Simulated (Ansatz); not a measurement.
# AlP (F-43m): a single-point run

Aim: a sound single-point run of AlP (F-43m). The structure is shown as the input types it.

The COD entry's cell or inner coordinates are ideal or old and differ from later refinements, so a difference from it is no clean test against experiment.

Program: Ansatz 0.2.0. Level of theory: Kohn-Sham DFT, with the functional, basis and potentials that each input names. These are calculated values, not measurements.

1 further run of the same task is left out (it didn't finish). Runs told in other sessions of the task aren't counted.

## Step 1: The system as given

The structure is cubic, space group F-43m (No. 216). Conventional cell: a = 5.508 Å, b = 5.508 Å, c = 5.508 Å, α = 90.00°, β = 90.00°, γ = 90.00°. Al (site symmetry -43m) is surrounded by 4 P at 2.38 Å. P (site symmetry -43m) has 4 Al at 2.38 Å in its first shell of neighbours.

Structure file:

```cif
data_structure
_symmetry_space_group_name_H-M 'F-43m'
_symmetry_Int_Tables_number 216
_cell_length_a 5.5078
_cell_length_b 5.5078
_cell_length_c 5.5078
_cell_angle_alpha 90.000
_cell_angle_beta 90.000
_cell_angle_gamma 90.000
_cell_volume 167.08
loop_
_atom_site_label
_atom_site_type_symbol
_atom_site_symmetry_multiplicity
_atom_site_Wyckoff_symbol
_atom_site_fract_x
_atom_site_fract_y
_atom_site_fract_z
_atom_site_occupancy
Al1 Al 4 a 0.00000 0.00000 0.00000 1
P1 P 4 c 0.25000 0.25000 0.25000 1
```

## Step 2: The run

File input.yaml:

```yaml
crystal:
  lattice:
    - [0.0, 2.7538860243, 2.7538860243]
    - [2.7538860243, 0.0, 2.7538860243]
    - [2.7538860243, 2.7538860243, 0.0]
  atoms:
    - { symbol: Al, position: [0.0, 0.0, 0.0] }
    - { symbol: P, position: [0.75, 0.75, 0.75] }
basis:
  ecutwfc: 420
  ecutrho_ratio: 4
kpoints:
  mp_grid: { grid: [10, 10, 10] }
hamiltonian:
  xc: pbe
  pseudopotentials: { kind: nc }
scf:
  occupations: { method: gaussian, width: 0.05 }
  max_iter: 75
output:
  forces: true
  stress: true
magnetization:
  spin_polarized: true
  spin_orbit: true
```

Run with:

```bash
ansatz run input.yaml --threads 2 --pin off --max-ram 2662MiB --backend cpu --events-out ev --progress --plain --runs-dir out
```

What happens when this is run?

The program refused the input before any cycle. It says: «2 input errors — fix all and re-run 1. inconsistent input (magnetization.spin_orbit, magnetization.noncollinear): true requires noncollinear: true — spin–orbit coupling acts on 2-spinor wavefunctions; set both flags»

The suspect setting: magnetization.spin_orbit is true. The potentials chosen hold no spin-orbit term, or the run isn't non-collinear.

Fix: delete magnetization.spin_orbit (the default then holds).
